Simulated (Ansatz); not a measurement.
Strain response of Si₇Ge

Level of theory: Ansatz, DFT PBEsol, scalar-relativistic, plane waves, PAW. Settings: 420 eV cutoff, 8×8×8 k-mesh, Gaussian smearing of 0.01 eV, no spin polarisation.

Starting point, cell and atoms relaxed:

```
Si Ge
1.0
     5.45918    0.00000    0.00000
     0.00000    5.45918    0.00000
     0.00000    0.00000    5.45918
Si Ge
7 1
Direct
  0.25260 0.25260 0.25260
  0.00000 0.50000 0.50000
  0.50000 0.50000 0.00000
  0.50000 0.00000 0.50000
  0.74740 0.25260 0.74740
  0.74740 0.74740 0.25260
  0.25260 0.74740 0.74740
  0.00000 0.00000 0.00000
```

Deformation: biaxial strain in the a-b plane, with the length and tilt of c and the atoms relaxed, all within the symmetry that the strain leaves. Energies are extrapolated to zero smearing. Stress is positive in compression, on the Cartesian axes of the cell above. Gaps are Kohn–Sham gaps over the whole zone.

Strains computed: -4.0, -2.0, +2.0, +4.0 %.

(1) At which strain does the energy stand 36.0 meV/atom over the relaxed crystal with σxx = 7.33, σyy = 7.33, σzz = 0.01 GPa?

Results:

(1) -4.0 %.

Cost: 5 runs of about 11 core-minutes in all, on Arm Neoverse V1 (shared hosts).